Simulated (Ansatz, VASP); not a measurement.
## Au: programs and potentials compared

The starting cell:

```xyz
1
Lattice="0.0000 2.0350 2.0350 2.0350 0.0000 2.0350 2.0350 2.0350 0.0000" Properties=species:S:1:pos:R:3 pbc="T T T"
Au    0.0000    0.0000    0.0000
```

Alike in all runs: task relaxation of cell and atoms; functional revPBE; dispersion D3(BJ); k mesh 11 × 11 × 11; occupations fermi-dirac, width 0.05 eV; no spin polarisation; no spin-orbit coupling.

```tsv
program and potentials	plane-wave cutoff (eV)	notes	equilibrium volume (Å³/atom)
Ansatz, Ansatz PAW	420	potentials made for PBE, which Ansatz adapts in part; 19 valence electrons an atom on average	16.96
Ansatz, all-electron LAPW, scalar-relativistic	-	-	16.96
VASP, PBE PAW files Au, 600 eV	600	potentials made for PBE; 11 valence electrons an atom on average	16.93
```

The equilibrium volume spans 16.93 (VASP, PBE PAW files Au, 600 eV) to 16.96 Å³/atom (Ansatz, Ansatz PAW), with all-electron results at 16.96. Some sets were made for another functional than the one run, which can shift their rows. Relaxations stop with a little pressure left, so the last digit of a volume isn't settled.

Differences between rows come from potentials, basis sets and numerical settings, since the functional is the same but for its coding. Runs on potential files found faulty are left out.
